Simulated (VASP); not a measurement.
# WC (P-6m2) in VASP: a series of runs, part 2 of 2

VASP 6.6.1. Earlier steps stand in the parts before.

## Step 3: Relaxation of cell and atoms, PBE

This run uses another cell than the first one, of 10.56 Å³/atom, 1.018 times its volume.

Contents of INCAR:

```
SYSTEM = WC
ALGO = Fast ; EDIFF = 1E-7
EDIFFG = -0.002 ; ENCUT = 520
GGA = PE ; IBRION = 2
ISIF = 3 ; ISMEAR = 0
LASPH = .True. ; LCHARG = .False.
LREAL = .False. ; LWAVE = .False.
NELM = 100 ; NSW = 80
PREC = Accurate ; SIGMA = 0.1
```

Contents of KPOINTS:

```
k-points
0
Gamma
  6 6 6
  0 0 0
```

Contents of POSCAR:

```
WC                                      
1.0
    2.9278039278      0.0000000000     -0.0000000000
   -1.4639019639      2.5355525828      0.0000000000
    0.0000000000      0.0000000000      2.8446540992
  W               C             
     1     1
Direct
     1.0000000000000000    1.0000000000000000    0.0000000000000000
     0.6666666699999979    0.3333333300000021    0.5000000000000000
```

Potentials or basis: VASP PAW PBE potentials, release 64 (W_sv, C).

Run with:

```
cat potpaw_PBE.64/W_sv/POTCAR potpaw_PBE.64/C/POTCAR > POTCAR
mpirun -np 1 vasp_std > vasp.out
```

OUTCAR:

```text
SYSTEM = WC
   EDIFF = 1E-7
   EDIFFG = -0.002
   ENCUT = 520
   GGA = PE
   IBRION = 2
   ISIF = 3
   ISMEAR = 0
   LASPH = .True.
   LREAL = .False.
   NELM = 100
   NSW = 80
   PREC = Accurate

 ion  position               nearest neighbor table
   1  0.000  0.000  0.000-   2 2.21   2 2.21   2 2.21   2 2.21   2 2.21   2 2.21
   2  0.667  0.333  0.500-   1 2.21   1 2.21   1 2.21   1 2.21   1 2.21   1 2.21

  LATTYP: Found a hexagonal cell.
 ALAT       =     2.9278039278
 C/A-ratio  =     0.9715999327

  Lattice vectors:

 A1 = (   2.9278039278,   0.0000000000,   0.0000000000)
 A2 = (  -1.4639019639,   2.5355525828,   0.0000000000)
 A3 = (   0.0000000000,   0.0000000000,   2.8446540992)

Analysis of symmetry for initial positions (statically):
=====================================================================
 Subroutine PRICEL returns:
 Original cell was already a primitive cell.

 Routine SETGRP: Setting up the symmetry group for a
 hexagonal supercell.

 Subroutine GETGRP returns: Found 12 space group operations
 (whereof 12 operations were pure point group operations)
 out of a pool of 24 trial point group operations.

The static configuration has the point symmetry D_3h.

Analysis of symmetry for dynamics (positions and initial velocities):
=====================================================================
 Subroutine PRICEL returns:
 Original cell was already a primitive cell.

 Routine SETGRP: Setting up the symmetry group for a
 hexagonal supercell.

 Subroutine GETGRP returns: Found 12 space group operations
 (whereof 12 operations were pure point group operations)
 out of a pool of 24 trial point group operations.

The dynamic configuration has the point symmetry D_3h.

 Subroutine INISYM returns: Found 12 space group operations
 (whereof 12 operations are pure point group operations),
 and found     1 'primitive' translations

----------------------------------------------------------------------------------------

                                     Primitive cell

  volume of cell :      21.1176

  direct lattice vectors                    reciprocal lattice vectors
     2.927803928  0.000000000  0.000000000     0.341552927  0.197195674  0.000000000
    -1.463901964  2.535552583  0.000000000     0.000000000  0.394391348  0.000000000
     0.000000000  0.000000000  2.844654099     0.000000000  0.000000000  0.351536589

  length of vectors
     2.927803928  2.927803931  2.844654099     0.394391348  0.394391348  0.351536589

  position of ions in fractional coordinates (direct lattice)
     0.000000000  0.000000000  0.000000000
     0.666666670  0.333333330  0.500000000

  ion indices of the primitive-cell ions
   primitive index   ion index
                 1           1
                 2           2

----------------------------------------------------------------------------------------

 KPOINTS: k-points

Automatic generation of k-mesh.
 Grid dimensions read from file:
 generate k-points for:    6    6    6

 Generating k-lattice:

  Cartesian coordinates                     Fractional coordinates (reciprocal lattice)
[... 43 lines left out ...]
   number of dos      NEDOS =    301   number of ions     NIONS =      2
   total plane-waves  NPLWV =  13824
   dimension x,y,z NGX =    24 NGY =   24 NGZ =   24
   dimension x,y,z NGXF=    48 NGYF=   48 NGZF=   48
   ions per type =               1   1
   NGX,Y,Z   is equivalent  to a cutoff of  13.63, 13.63, 14.03 a.u.
   NGXF,Y,Z  is equivalent  to a cutoff of  27.26, 27.26, 28.05 a.u.
 SYSTEM =  WC
   PREC   = accura    normal or accurate (medium, high low for compatibility)
   ISTART =      0    job   : 0-new  1-cont  2-samecut
   ICHARG =      2    charge: 1-file 2-atom 10-const
   ISPIN  =      1    spin polarized calculation?
   LNONCOLLINEAR =      F non collinear calculations
   LSORBIT =      F    spin-orbit coupling
   LASPH  =      T    aspherical Exc in radial PAW
   ENCUT  =  520.0 eV  38.22 Ry    6.18 a.u.   5.44  5.44  5.29*2*pi/ulx,y,z
   NELM   =    100;   NELMIN=  2; NELMDL= -5     # of ELM steps
   EDIFF  = 0.1E-06   stopping-criterion for ELM
   LREAL  =      F    real-space projection
   EDIFFG = -.2E-02   stopping-criterion for IOM
   NSW    =     80    number of steps for IOM
   IBRION =      2    ionic relax: 0-MD 1-quasi-New 2-CG
   NFREE  =      1    steps in history (QN), initial steepest desc. (CG)
   ISIF   =      3    stress and relaxation
   ISYM   =      2    0-nonsym 1-usesym 2-fastsym
   POTIM  = 0.5000    time-step for ionic-motion
   TEBEG  =    0.0;   TEEND  =   0.0 temperature during run
   PSTRESS=    0.0 pullay stress
   NELECT =      18.0000    total number of electrons
   NUPDOWN=      -1.0000    fix difference up-down
   EMIN   =  10.00;   EMAX   =-10.00  energy-range for DOS
   EFERMI =   0.00;   METHOD = LEGACY
   ISMEAR =     0;   SIGMA  =   0.10  broadening in eV -4-tet -1-fermi 0-gaus
   EFERMI_NEDOS =   21; number of points for ismear=-14 and -15
   IALGO  =     68    algorithm
   IMIX   =      4    mixing-type and parameters
     AMIX     =   0.40;   BMIX     =  1.00
     AMIX_MAG =   1.60;   BMIX_MAG =  1.00
  volume/ion in A,a.u.               =      10.56        71.25
  Fermi-wavevector in a.u.,A,eV,Ry     =   1.552212  2.933255 32.781352  2.409361
  Thomas-Fermi vector in A             =   2.656620
   LORBIT       =      0    0 simple, 1 ext, 2 COOP (PROOUT), +10 PAW based schemes
   GGA     = PE    functional components
   LHFCALC =     F    Hartree Fock is set to
   AEXX    =    0.0000 exact exchange contribution
   IVDW    =     0    specifies the selected vdW correction
   LEPSILON=     F    determine dielectric tensor
   LRPA    =     F    only Hartree local field effects (RPA)
 conjugate gradient relaxation of ions
 non-spin polarized calculation
 RMM-DIIS sequential band-by-band and
 Gauss-broadening in eV      SIGMA  =   0.10
  energy-cutoff  :      520.00
  volume of cell :       21.12
 maximum number of plane-waves:       599
 NGX is ok and might be reduce to    24
   NGX = 11   NGY = 11   NGZ = 11

 number of electron      18.0000001 magnetization

 Free energy of the ion-electron system (eV)
  ---------------------------------------------------
  ext. energy  EPLUGINS =         0.00000000
  ---------------------------------------------------
  free energy    TOTEN  =       -22.44642540 eV

  energy without entropy =      -22.44285254  energy(sigma->0) =      -22.44463897

 E-fermi :  11.0778     XC(G=0): -13.7020

 val. band max:       10.9621039889   @ k =   0.0000   0.0000   0.0000
 cond. band min:      11.0908204181   @ k =   0.5000   0.0000   0.5000
 fundamental gap:      0.1287164292
 Fermi energy:        11.0778125392

 k-point     1 :       0.0000    0.0000    0.0000
  band No.  band energies     occupation
      1     -63.2149      2.00000
      2     -27.1875      2.00000
      3     -27.1039      2.00000
      4     -27.1039      2.00000
      5      -3.4849      2.00000
      6       6.6196      2.00000
      7       7.5409      2.00000
      8       7.5409      2.00000
      9      10.9621      1.89824
     10      13.9899      0.00000
     11      13.9899      0.00000
     12      16.3785      0.00000
     13      16.3786      0.00000
[... 354 lines left out ...]
  band No.  band energies     occupation
      1     -63.1373      2.00000
      2     -27.7835      2.00000
      3     -27.5777      2.00000
      4     -27.1637      2.00000
      5      -0.1558      2.00000
      6       4.3445      2.00000
      7       6.9976      2.00000
      8       7.2084      2.00000
      9       9.5332      2.00000
     10      13.4207      0.00000
     11      15.9635      0.00000
     12      16.3875      0.00000
     13      18.7908      0.00000

 [... further k-points ...]

------------------------ aborting loop because EDIFF is reached ----------------------------------------

  FORCE on cell =-STRESS in cart. coord.  units (eV):
  Direction    XX          YY          ZZ          XY          YZ          ZX
  --------------------------------------------------------------------------------------
  -------------------------------------------------------------------------------------
  Total       -0.0000248     -0.0000248      0.0021433     -0.0000000      0.0000000      0.0000000
  in kB       -0.0018844     -0.0018844      0.1626134     -0.0000000      0.0000000      0.0000000
  external PRESSURE =       0.0529482 kB  Pullay stress =       0.0000000 kB

 VOLUME and BASIS-vectors are now :
 -----------------------------------------------------------------------------
  energy-cutoff  :      520.00
  volume of cell :       21.12
      direct lattice vectors                 reciprocal lattice vectors
     2.927803928  0.000000000  0.000000000     0.341552927  0.197195674  0.000000000
    -1.463901964  2.535552583  0.000000000     0.000000000  0.394391348  0.000000000
     0.000000000  0.000000000  2.844654099     0.000000000  0.000000000  0.351536589

 POSITION                                       TOTAL-FORCE (eV/Angst)
 -----------------------------------------------------------------------------------
      0.00000      0.00000      0.00000         0.000000     -0.000000      0.000000
      1.46390      0.84518      1.42233        -0.000000      0.000000      0.000000
 -----------------------------------------------------------------------------------
    total drift:                               -0.000003      0.000002     -0.000000

  FREE ENERGIE OF THE ION-ELECTRON SYSTEM (eV)
  ---------------------------------------------------
  free  energy   TOTEN  =       -22.4464253989 eV

  energy  without entropy=      -22.4428525419  energy(sigma->0) =      -22.44463897

 reached required accuracy - stopping structural energy minimisation
```

OSZICAR:

```text
N       E                     dE             d eps       ncg     rms          rms(c)
DAV:   1     0.111647185837E+03    0.11165E+03   -0.10015E+04   728   0.156E+03
DAV:   2    -0.213385193345E+02   -0.13299E+03   -0.12901E+03   828   0.380E+02
DAV:   3    -0.254999472116E+02   -0.41614E+01   -0.41315E+01   918   0.622E+01
DAV:   4    -0.255397009910E+02   -0.39754E-01   -0.39736E-01   783   0.646E+00
DAV:   5    -0.255400452652E+02   -0.34427E-03   -0.34427E-03   871   0.598E-01    0.314E+01
RMM:   6    -0.224700696282E+02    0.30700E+01   -0.74812E+00   796   0.206E+01    0.875E+00
RMM:   7    -0.224649337572E+02    0.51359E-02   -0.69679E-01   769   0.644E+00    0.531E+00
RMM:   8    -0.224473191303E+02    0.17615E-01   -0.96968E-02   757   0.245E+00    0.686E-01
RMM:   9    -0.224471821805E+02    0.13695E-03   -0.36682E-02   785   0.125E+00    0.238E-01
RMM:  10    -0.224464459728E+02    0.73621E-03   -0.45904E-03   770   0.640E-01    0.103E-01
RMM:  11    -0.224464129486E+02    0.33024E-04   -0.89257E-04   779   0.242E-01    0.305E-02
RMM:  12    -0.224464247048E+02   -0.11756E-04   -0.13971E-04   771   0.116E-01    0.372E-02
RMM:  13    -0.224464250012E+02   -0.29644E-06   -0.41037E-05   787   0.549E-02    0.601E-03
RMM:  14    -0.224464251532E+02   -0.15199E-06   -0.42992E-06   769   0.246E-02    0.269E-03
RMM:  15    -0.224464254140E+02   -0.26079E-06   -0.97110E-07   660   0.108E-02    0.780E-04
RMM:  16    -0.224464253989E+02    0.15120E-07   -0.21499E-07   520   0.519E-03
   1 F= -.22446425E+02 E0= -.22444639E+02  d E =-.224464E+02
```

CONTCAR:

```text
WC
   1.00000000000000
     2.9278039277999999    0.0000000000000000    0.0000000000000000
    -1.4639019638999999    2.5355525827999998    0.0000000000000000
     0.0000000000000000    0.0000000000000000    2.8446540992000000
  W               C
     1     1
Direct
     0.0000000000000000    0.0000000000000000    0.0000000000000000
     0.6666666699999979    0.3333333300000021    0.5000000000000000

  0.00000000E+00  0.00000000E+00  0.00000000E+00
  0.00000000E+00  0.00000000E+00  0.00000000E+00
```

It took 8 s on 1 thread of Intel Xeon Platinum 8259CL at 2.50GHz (Skylake/Cascade Lake), shared host; peak memory 0.14 GiB.

Results:

```yaml
Free_energy: -22.4464 eV
Pressure_after_relaxing: 0.0 GPa
Band_gap_on_the_k_mesh: none (metal or under the smearing width)
```

Final structure:
```xyz
2
Lattice="2.9278 0.0000 0.0000 -1.4639 2.5356 0.0000 0.0000 0.0000 2.8447" Properties=species:S:1:pos:R:3 pbc="T T T"
W     0.0000    0.0000    0.0000
C     1.4639    0.8452    1.4223
```

Caveat: the k mesh is coarse (spacing up to 0.41 Å⁻¹), so the values aren't converged; the relaxation stopped at its first step, so nothing moved.
